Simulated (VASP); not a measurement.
# BeTe: excitons from the Bethe-Salpeter equation, part 2 of 3

Aim: the optical spectrum of BeTe with the electron-hole interaction. The cell is of the zinc-blende type, one of the forms listed for this formula. The start is a computed cell from the Materials Project.

VASP 6.6.1, plane waves and PAW; the level of theory is named at each step.

So far. Step 2 (Ground state): The cell has a gap of 2.01 eV on mesh and path. Spin-orbit coupling is left out, which can shift or reorder these edges. Step 3 (Empty bands): WAVECAR now holds 104 bands for 8 electrons. Its independent-particle dielectric tensor has xx, yy, zz = 8.4, 8.4, 8.4 on this mesh, which isn't tested for convergence in mesh or bands and lacks local fields.

## 4. G0W0

This step: G0W0 on PBE; plane waves and PAW (Be_GW, Te_GW) (VASP 6.6.1).

One pass of GW corrects the levels to first order, with G and W from the starting orbitals. LWAVE keeps the quasiparticle levels in WAVECAR, and the W files hold the screened interaction for the next step.

The input, INCAR:

```
SYSTEM = BeTe
PREC = Accurate
ENCUT = 300
ISMEAR = 0
SIGMA = 0.01
LREAL = .FALSE.
GGA = PE
NBANDS = 104
ALGO = EVGW0
NELMGW = 1
ENCUTGW = 100
NOMEGA = 48
PRECFOCK = Fast
NBANDSGW = 16
LWAVE = .TRUE.
LCHARG = .FALSE.
```

The input, POSCAR:

```
BeTe
1.0
    0.0000000000      2.8314587876      2.8314587876
    2.8314587876      0.0000000000      2.8314587876
    2.8314587876      2.8314587876      0.0000000000
Be Te
1 1
Direct
    0.0000000000      0.0000000000      0.0000000000
    0.7500000000      0.7500000000      0.7500000000
```

The input, KPOINTS:

```
Automatic mesh
0
Gamma
6 6 6
0 0 0
```

Potentials, in the order of the species: Be_GW and Te_GW (PBE family, release 64).

Command:

```sh
mpirun -np 8 vasp_std
```

Output:

```text
[banner, memory and clock lines left out]
running    8 mpi-ranks, on    1 nodes
 distrk:  each k-point on    8 cores,    1 groups
 distr:  one band on    1 cores,    8 groups

 POSCAR found type information on POSCAR BeTe
 POSCAR found :  2 types and       2 ions
 [... a notice as in an earlier step ...]

|                                                                             |
|           W    W    AA    RRRRR   N    N  II  N    N   GGGG   !!!           |
|           W    W   A  A   R    R  NN   N  II  NN   N  G    G  !!!           |
|           W    W  A    A  R    R  N N  N  II  N N  N  G       !!!           |
|           W WW W  AAAAAA  RRRRR   N  N N  II  N  N N  G  GGG   !            |
|           WW  WW  A    A  R   R   N   NN  II  N   NN  G    G                |
|           W    W  A    A  R    R  N    N  II  N    N   GGGG   !!!           |
|                                                                             |
|     The default for ENCUTGWSOFT is different in this version of VASP.       |
|     please manually set ENCUTGWSOFT =100 in the INCAR file.                 |
|                                                                             |

 LDA part: xc-table for (Slater+PW92), standard interpolation
 found WAVECAR, reading the header
 POSCAR, INCAR and KPOINTS ok, starting setup
 FFT: planning ... GRIDC
 FFT: planning ... GRID_SOFT
 FFT: planning ... GRID
 reading WAVECAR
 the WAVECAR file was read successfully
 initial charge from wavefunction
 available memory per node:     36.70 GB, setting MAXMEM to     37575

 The Fermi energy was updated, please check that it is located mid-gap
 values below the HOMO (VB) or above the LUMO (CB) will cause erroneous energies
 E-fermi :   5.6685

 calculate exact exchange contribution
 the WAVEDER file was read successfully
energies w=
    0.000    0.000    0.624    0.000    1.245    0.000    1.861    0.000
    2.470    0.000    3.070    0.000    3.661    0.000    4.241    0.000
    4.810    0.000    5.369    0.000    5.918    0.000    6.457    0.000
    6.989    0.000    7.515    0.000    8.036    0.000    8.554    0.000
    9.071    0.000    9.590    0.000   10.111    0.000   10.639    0.000
   11.175    0.000   11.722    0.000   12.284    0.000   12.864    0.000
   13.466    0.000   14.094    0.000   14.755    0.000   15.455    0.000
   16.200    0.000   17.000    0.000   17.864    0.000   18.808    0.000
   19.846    0.000   20.998    0.000   22.292    0.000   23.761    0.000
   25.448    0.000   27.415    0.000   29.743    0.000   32.550    0.000
   36.007    0.000   40.372    0.000   46.063    0.000   53.787    0.000
   64.856    0.000   82.005    0.000  112.030    0.000  177.823    0.000
 responsefunction array rank=     120
 LDA part: xc-table for (Slater+PW92), standard interpolation

 min. memory requirement per mpi rank    127.5 MB, per node   1020.2 MB

 allocating   6 responsefunctions rank=   120
 shmem allocating  48 responsefunctions rank=   120
 response function shared by NCSHMEM nodes    1
 Doing            6  frequencies on each core in blocks of           48
NQ=   1    0.0000    0.0000    0.0000,
|.........|.........|.........|.........|.........|.........|.........|.........
 performed        226000 updates of chi_q(r,r)
 total number of BLAS operations         23.09 Gflops
NQ=   2    0.1667    0.0000    0.0000,
|.........|.........|.........|.........|.........|.........|.........|.........
 performed        678000 updates of chi_q(r,r)
 total number of BLAS operations         62.23 Gflops
NQ=   3    0.3333    0.0000    0.0000,
|.........|.........|.........|.........|.........|.........|.........|.........
 performed       1130000 updates of chi_q(r,r)
 total number of BLAS operations         96.99 Gflops
NQ=   4    0.5000    0.0000    0.0000,
|.........|.........|.........|.........|.........|.........|.........|.........
 performed       1502000 updates of chi_q(r,r)
 total number of BLAS operations        131.74 Gflops
NQ=   5    0.1667    0.1667    0.0000,
|.........|.........|.........|.........|.........|.........|.........|.........
 performed       1954000 updates of chi_q(r,r)
 total number of BLAS operations        171.64 Gflops
NQ=   6    0.3333    0.1667    0.0000,
|.........|.........|.........|.........|.........|.........|.........|.........
 performed       2692000 updates of chi_q(r,r)
 total number of BLAS operations        234.32 Gflops
NQ=   7    0.5000    0.1667    0.0000,
|.........|.........|.........|.........|.........|.........|.........|.........
 performed       3430000 updates of chi_q(r,r)
 total number of BLAS operations        299.47 Gflops
NQ=   8   -0.3333    0.1667    0.0000,
|.........|.........|.........|.........|.........|.........|.........|.........
 performed       4168000 updates of chi_q(r,r)
 total number of BLAS operations        362.15 Gflops
NQ=   9   -0.1667    0.1667    0.0000,
|.........|.........|.........|.........|.........|.........|.........|.........
 performed       4800000 updates of chi_q(r,r)
 total number of BLAS operations        411.71 Gflops
NQ=  10    0.3333    0.3333    0.0000,
|.........|.........|.........|.........|.........|.........|.........|.........
 performed       5252000 updates of chi_q(r,r)
 total number of BLAS operations        450.85 Gflops
NQ=  11    0.5000    0.3333    0.0000,
|.........|.........|.........|.........|.........|.........|.........|.........
 performed       5990000 updates of chi_q(r,r)
 total number of BLAS operations        512.32 Gflops
NQ=  12   -0.3333    0.3333    0.0000,
|.........|.........|.........|.........|.........|.........|.........|.........
 performed       6622000 updates of chi_q(r,r)
 total number of BLAS operations        563.90 Gflops
NQ=  13    0.5000    0.5000    0.0000,
|.........|.........|.........|.........|.........|.........|.........|.........
 performed       6947000 updates of chi_q(r,r)
 total number of BLAS operations        594.31 Gflops
NQ=  14    0.5000    0.3333    0.1667,
|.........|.........|.........|.........|.........|.........|.........|.........
 performed       7785000 updates of chi_q(r,r)
 total number of BLAS operations        662.73 Gflops
NQ=  15   -0.3333    0.3333    0.1667,
|.........|.........|.........|.........|.........|.........|.........|.........
 performed       8570000 updates of chi_q(r,r)
 total number of BLAS operations        730.67 Gflops
NQ=  16   -0.3333    0.5000    0.1667,
|.........|.........|.........|.........|.........|.........|.........|.........
 performed       9205000 updates of chi_q(r,r)
 total number of BLAS operations        785.65 Gflops
 resolving degeneracies of screened two electron integrals

 calculate QP shifts <psi_nk| G(iteration)W_0 |psi_nk>: iteration 1
 writing wavefunctions
 entering main loop
```

Wall time 24 s (8 MPI ranks of Intel Xeon 6975P-C (Granite Rapids), shared host); peak memory 1.5 GiB.

Parts of OUTCAR (step 4):

```text
The static configuration has the point symmetry T_d .

 Found     16 irreducible k-points:

   k-points           NKPTS =     16   k-points in BZ     NKDIM =    216   number of bands    NBANDS=    104

   NELECT =       8.0000    total number of electrons

 E-fermi :   5.6685

 QP shifts <psi_nk| G(iteration)W_0 |psi_nk>: iteration 1
 for sc-GW calculations column KS-energies equals QP-energies in previous step
 and V_xc(KS)=  KS-energies - (<T + V_ion + V_H > + <T+V_H+V_ion>^1  + <V_x>^1)
 k-point   1 :       0.0000    0.0000    0.0000
  band No.  KS-energies  QP-energies   sigma(KS)   V_xc(KS)     V^pw_x(r,r')   Z            occupation Imag(sigma)
      1      -7.5302      -8.2109     -11.7235     -10.7674     -17.5911       0.7119       2.0000       1.1780
      2       4.6624       4.0603     -11.8197     -11.0524     -12.7599       0.7848       2.0000       0.0542
      3       4.6624       4.0603     -11.8197     -11.0524     -12.7599       0.7848       2.0000       0.0542
      4       4.6624       4.0603     -11.8197     -11.0524     -12.7599       0.7848       2.0000       0.0542
      5       8.2902       8.6617      -8.8169      -9.2991      -4.8305       0.7704       0.0000      -0.0770
      6       8.2902       8.6617      -8.8169      -9.2991      -4.8305       0.7704       0.0000      -0.0770
      7       8.2902       8.6617      -8.8169      -9.2991      -4.8305       0.7704       0.0000      -0.0770
      8       8.3605       8.9242      -8.8827      -9.6111      -4.8417       0.7737       0.0000      -0.0780
    ...

 k-point   2 :       0.1667    0.0000    0.0000
  band No.  KS-energies  QP-energies   sigma(KS)   V_xc(KS)     V^pw_x(r,r')   Z            occupation Imag(sigma)
      1      -7.2778      -7.9281     -11.7512     -10.8370     -17.5342       0.7114       2.0000       1.1364
      2       2.7008       2.0230     -11.2594     -10.3726     -12.7442       0.7642       2.0000       0.0723
      3       4.2941       3.6799     -11.6720     -10.8853     -12.6858       0.7808       2.0000       0.0552
      4       4.2941       3.6799     -11.6720     -10.8853     -12.6858       0.7808       2.0000       0.0552
      5       8.0977       8.4996      -8.7953      -9.3146      -4.8487       0.7739       0.0000      -0.0756
      6       8.8231       9.2079      -8.9359      -9.4377      -4.8057       0.7670       0.0000      -0.0837
      7       8.8231       9.2079      -8.9359      -9.4377      -4.8057       0.7670       0.0000      -0.0837
      8      10.3502      10.8306      -9.3067      -9.9426      -4.8135       0.7555       0.0000      -0.1099
    ...

 k-point   3 :       0.3333    0.0000    0.0000
  band No.  KS-energies  QP-energies   sigma(KS)   V_xc(KS)     V^pw_x(r,r')   Z            occupation Imag(sigma)
      1      -6.6493      -7.2290     -11.8722     -11.0608     -17.4240       0.7145       2.0000       1.0328
      2       0.2848      -0.5077     -10.9343      -9.8423     -13.4941       0.7259       2.0000       0.1392
      3       3.7651       3.1189     -11.5826     -10.7503     -12.7811       0.7764       2.0000       0.0603
      4       3.7651       3.1189     -11.5826     -10.7503     -12.7811       0.7764       2.0000       0.0603
      5       7.8077       8.1724      -8.8371      -9.3069      -4.9660       0.7765       0.0000      -0.0734
      6       9.2886       9.6496      -8.7658      -9.2367      -4.5169       0.7666       0.0000      -0.0909
      7       9.2886       9.6496      -8.7658      -9.2367      -4.5169       0.7666       0.0000      -0.0909
      8      12.4086      12.6716      -8.2318      -8.5875      -3.0243       0.7394       0.0000      -0.1906
    ...

[... 7 parts as in an earlier step ...]

[... 5 further parts left out ...]
```

Numbers from this step:

```yaml
quasiparticle_gap_on_the_mesh: 2.760 eV
smallest_direct_quasiparticle_gap_on_the_mesh: 4.601 eV
gap_of_the_starting_orbitals_on_the_mesh: 2.012 eV
```

GW takes the gap from 2.012 to 2.760 eV. Spin-orbit coupling is left out. The value holds for 104 bands, ENCUTGW = 100 eV and this mesh, and isn't shown to be converged in them.

## 5. BSE, Tamm-Dancoff

This step: BSE on G0W0 on PBE; plane waves and PAW (Be_GW, Te_GW) (VASP 6.6.1).

The Bethe-Salpeter equation adds the screened attraction of electron and hole to the quasiparticle pairs; ANTIRES = 0 leaves out the coupling to antiresonant pairs.

The input, INCAR:

```
SYSTEM = BeTe
PREC = Accurate
ENCUT = 300
ISMEAR = 0
SIGMA = 0.01
LREAL = .FALSE.
GGA = PE
NBANDS = 104
ALGO = BSE
NBANDSO = 4
NBANDSV = 4
OMEGAMAX = 25
NEDOS = 1000
CSHIFT = 0.1
PRECFOCK = Fast
LWAVE = .FALSE.
LCHARG = .FALSE.
ENCUTGW = 100
ANTIRES = 0
```

POSCAR is that of step 4.

KPOINTS is that of step 4.

Command:

```sh
mpirun -np 8 vasp_std
```

Output:

```text
[banner, memory and clock lines left out]
running    8 mpi-ranks, on    1 nodes
 distrk:  each k-point on    8 cores,    1 groups
 distr:  one band on    1 cores,    8 groups

 POSCAR found type information on POSCAR BeTe
 POSCAR found :  2 types and       2 ions
|                                                                             |
|           W    W    AA    RRRRR   N    N  II  N    N   GGGG   !!!           |
|           W    W   A  A   R    R  NN   N  II  NN   N  G    G  !!!           |
|           W    W  A    A  R    R  N N  N  II  N N  N  G       !!!           |
|           W WW W  AAAAAA  RRRRR   N  N N  II  N  N N  G  GGG   !            |
|           WW  WW  A    A  R   R   N   NN  II  N   NN  G    G                |
|           W    W  A    A  R    R  N    N  II  N    N   GGGG   !!!           |
|                                                                             |
|     For optimal performance we recommend to set                             |
|       NCORE = 2 up to number-of-cores-per-socket                            |
|     NCORE specifies how many cores store one orbital (NPAR=cpu/NCORE).      |
|     This setting can greatly improve the performance of VASP for DFT.       |
|     The default, NCORE=1 might be grossly inefficient on modern             |
|     multi-core architectures or massively parallel machines. Do your        |
|     Unfortunately you need to use the default for GW and RPA                |
|     calculations (for HF NCORE is supported but not extensively tested      |
|     yet).                                                                   |
|                                                                             |

|                                                                             |
|           W    W    AA    RRRRR   N    N  II  N    N   GGGG   !!!           |
|           W    W   A  A   R    R  NN   N  II  NN   N  G    G  !!!           |
|           W    W  A    A  R    R  N N  N  II  N N  N  G       !!!           |
|           W WW W  AAAAAA  RRRRR   N  N N  II  N  N N  G  GGG   !            |
|           WW  WW  A    A  R   R   N   NN  II  N   NN  G    G                |
|           W    W  A    A  R    R  N    N  II  N    N   GGGG   !!!           |
|                                                                             |
|     The default for ENCUTGWSOFT is different in this version of VASP.       |
|     please manually set ENCUTGWSOFT =100 in the INCAR file.                 |
|                                                                             |

 LDA part: xc-table for (Slater+PW92), standard interpolation
 found WAVECAR, reading the header
 POSCAR, INCAR and KPOINTS ok, starting setup
 FFT: planning ... GRIDC
 FFT: planning ... GRID_SOFT
 FFT: planning ... GRID
 reading WAVECAR
 the WAVECAR file was read successfully
 initial charge from wavefunction
 available memory per node:     36.55 GB, setting MAXMEM to     37424

 The Fermi energy was updated, please check that it is located mid-gap
 values below the HOMO (VB) or above the LUMO (CB) will cause erroneous energies
 E-fermi :   5.4403

 the WAVEDER file was read successfully
 responsefunction array rank=     120

 min. memory requirement per mpi rank     90.7 MB, per node    725.5 MB

 Doing            0  frequencies on each core in blocks of            0
 Found all WFULLXXXX.tmp files
 reading now WFULL0001.tmp
 reading now WFULL0002.tmp
 reading now WFULL0003.tmp
 reading now WFULL0004.tmp
 reading now WFULL0005.tmp
 reading now WFULL0006.tmp
 reading now WFULL0007.tmp
 reading now WFULL0008.tmp
 reading now WFULL0009.tmp
 reading now WFULL0010.tmp
 reading now WFULL0011.tmp
 reading now WFULL0012.tmp
 reading now WFULL0013.tmp
 reading now WFULL0014.tmp
 reading now WFULL0015.tmp
 reading now WFULL0016.tmp
 parallelization over k-points
 Using distributed matrix
 Using distributed eigensolver
 allocating two-electron 4 orbital integral table    4    4    4    4
 BSE setting up matrix
 available memory per node:     36.44 GB, setting MAXMEM to     37318
 Calculate matrix elements of the BSE Hamiltonian:
 Workload is divided into blocks of two-electron 4 orbital integrals computed in
  parallel.
 Each block/integral has dimensions  of (   4,   4,   4,   4) orbitals
 Total number of blocks/integrals:                23436
 Number of spins:                                     1
 Number of kpoints:                                 216
 Spin channel:                                        1
  Number of blocks of unoccupied bands:               1
  Number of blocks of occupied bands:                 1
 Number of rows/columns of blocks:                  216

                                                        Time (sec)
               Integrals                 Ranks       Real         CPU
  [         1 -       1728/     23436]     8         0.40        0.00
  [      1729 -       3456/     23436]     8         0.88        0.00
  [      3457 -       5184/     23436]     8         1.28        0.00
  [      5185 -       6912/     23436]     8         1.71        0.00
  [      6913 -       8640/     23436]     8         2.16        0.00
  [      8641 -      10368/     23436]     8         2.60        0.00
  [     10369 -      12096/     23436]     8         3.02        0.00
  [     12097 -      13824/     23436]     8         3.45        0.00
  [     13825 -      15552/     23436]     8         3.86        0.00
  [     15553 -      17280/     23436]     8         4.28        0.00
  [     17281 -      19008/     23436]     8         4.73        0.00
  [     19009 -      20736/     23436]     8         5.18        0.00
  [     20737 -      22464/     23436]     8         5.59        0.00
  [     22465 -      23328/     23436]     8         5.78        0.00
  [     23329 -      23436/     23436]     8         5.83        0.00

 BSE redistributing all elements
 BSE diagonalizing matrix PDSYEVX_ZHEEVX_DESC
 BSE calculating oscillator strength
```

The job ended after 10 s (8 MPI ranks; peak memory 2.1 GiB; 75 s of CPU time).

Parts of OUTCAR (step 5):

```text
   NELECT =       8.0000    total number of electrons

 E-fermi :   5.4403

[... 8 parts as in an earlier step ...]

[... 2 further parts left out ...]
```

This step gave:

```
lowest excitation : 4.316 eV
```

The imaginary dielectric function, xx has structure finer than the step of the table below, so its rows give means over 1 eV, whole bins alone (the curve runs from 0 to 25 eV). Peaks (eV: height): 4.5: 37.8, 5.3: 33.9, 6.3: 8.46, 7.6: 7.66.

From 4 filled and 4 empty bands alone, without any pair above OMEGAMAX = 25 eV, so strength is missing wherever others contribute; lines are broadened by CSHIFT, which also makes the tail under the first line. The imaginary dielectric function, xx by photon energy; means over each step:

```csv
photon energy (eV),"imaginary dielectric function, xx"
1,0.0580
2,0.157
3,0.464
4,9.53
5,26.4
6,7.20
7,4.34
8,5.71
9,1.58
10,0.721
11,0.558
12,0.444
13,0.340
14,0.102
15,0.132
16,0.107
17,0.148
18,0.112
19,0.0804
20,0.0171
21,0.00925
22,0.00582
23,0.00476
24,0.00402
```

Some of the lowest 40 states alone, with states under 2.5 meV apart joined, scaled to the strongest line shown. Exciton lines, with heights relative to the strongest:

```csv
position (eV),lines merged,oscillator strength
4.316,3,0.0
4.328,5,41
4.343,1,0.0
4.481,3,100
4.536,3,0.0
4.550,2,0.0
4.556,3,0.2
4.563,5,0.0
4.623,3,0.8
```

The lowest excitation lies at 4.316 eV, -285 meV against the direct gap of these orbitals, a distance that this coarse mesh makes far too large. It is dark; the first state with over 2 % of the strongest strength among the lowest 40 lies at 4.328 eV. Peak heights aren't converged with the mesh, least of all at the onset.

(Continued in part 3 of 3.)

[Lines on the potential files, build, host, timing and source positions are cut from VASP's logs without a mark.]

[Logs are printed without paths, hosts, clocks, repeated set-up lines and the standing remarks that a program may print on its own settings, such as how far it seeks lower states.]

[Hosts, paths, dates, database ids (printed as entryN), source tags and the programs' standing remarks are cut or masked in the printed files.]

[Pressures printed for these runs are not shown converged in the cutoff: they can be off by several GPa and have the wrong sign.]
